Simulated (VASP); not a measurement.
Wanted: the native input for a VASP 6.6.1 run.

* Task: single point
* Functional: PBE
* Potentials or basis: VASP PAW PBE potentials, release 64 (C)
* Cutoff: 520 eV
* k mesh: 13 × 13 × 13
* Occupations: gaussian, width 0.019 eV
* Spin: no spin polarisation
* Further INCAR settings: ALGO = Fast; EDIFF = 1e-06

The structure of C lies in POSCAR:

```
C
1.0
    0.0000000000      1.7833700000      1.7833700000
    1.7833700000      0.0000000000      1.7833700000
    1.7833700000      1.7833700000      0.0000000000
C
2
Direct
    0.7500000000      0.7500000000      0.7500000000
    0.5000000000      0.5000000000      0.5000000000
```

This isn't the form of C at room conditions, which is graphite.

One way to write it, as run:

INCAR

```
PREC = Accurate ; ENCUT = 520
EDIFF = 1E-6 ; ISMEAR = 0
SIGMA = 0.019000000000000003 ; LREAL = False
LASPH = True ; NELM = 80
ALGO = Fast ; ISIF = 2
LWAVE = False ; LCHARG = False
GGA = PE
```

KPOINTS

```
regular mesh
0
Gamma
  13 13 13
```

Potentials or basis: VASP PAW PBE potentials, release 64 (C).

Launch:

```bash
$ cat potpaw_PBE.64/C/POTCAR > POTCAR
$ mpirun -np 1 vasp_std > vasp.out
```

It gave:

```
Pressure               : 2.5 GPa
Band gap on the k mesh : 4.14 eV, indirect (least direct gap 5.59 eV)
```

Caveat: an odd mesh through Γ misses points on the zone boundary, where band edges often lie.

Wall time 6.4 s on 1 thread of Intel(R) Xeon(R) Platinum 8488C (Sapphire Rapids), with other jobs on the host, peak memory 0.12 GiB.
